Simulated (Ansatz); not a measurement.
**EuO under changes of volume**

One of the cells (17.013 Å³/atom); the others are scaled copies at fixed shape and fractional positions:

```
CELL_PARAMETERS angstrom
0.00000 2.57195 2.57195
2.57195 0.00000 2.57195
2.57195 2.57195 0.00000
ATOMIC_POSITIONS crystal
Eu 0.00000 0.00000 0.00000
O 0.50000 0.50000 0.50000
```

- Program: Ansatz 0.2.0
- Functional: PBE
- Dispersion: D4
- Potentials or basis: Ansatz PAW
- Cutoff: 420 eV (not typed: the program's choice for these potentials)
- k mesh: 9 × 9 × 9
- Occupations: fermi-dirac, width 0.05 eV
- Spin: collinear spin, ferromagnetic start
- Starting moments: [7.0, 0.0] μB

| volume (Å³/atom) | energy over the lowest point (meV/atom) | pressure (GPa) | moment (μB per cell) |
| --- | --- | --- | --- |
| 15.992 | 0.00 | -1.3 | 6.95 |
| 16.333 | 4.69 | -3.2 | 6.96 |
| 16.673 | 13.22 | -4.9 | 6.97 |
| 17.013 | 25.18 | -6.4 | 6.98 |
| 17.354 | 40.32 | -7.8 | 6.98 |
| 17.694 | 58.19 | -9.0 | 6.99 |
| 18.034 | ? | ? | ? |

Task: What does the run at 18.034 Å³/atom give?

Result: Energy over the lowest point 78.42 meV/atom; pressure -10.0 GPa; moment 6.99 μB per cell.

Worked out: A Birch-Murnaghan fit of order 3 (a polynomial in V^(-2/3)) to the other rows has its minimum at 15.79 Å³/atom, just outside them, with B0 = V·E''(V) = 100 GPa and B' = 4.0. It gives 78.58 meV/atom at 18.034 Å³/atom, against the run's 78.42, and -dE/dV = -10.2 GPa, against -10.0. A straight line through the other rows of the moment, of slope 0.0227 μB per Å³/atom, extrapolates to 7.00 μB, against the run's 6.99.

Energies are extrapolated to zero smearing.

Caveats: a cell with one magnetic atom can't hold antiferromagnetic order, which such compounds often take; without U or exact exchange the open f shell lies at the Fermi level, which spoils levels, moments and volumes; pairwise dispersion overbinds metals, which lowers pressure and volume.
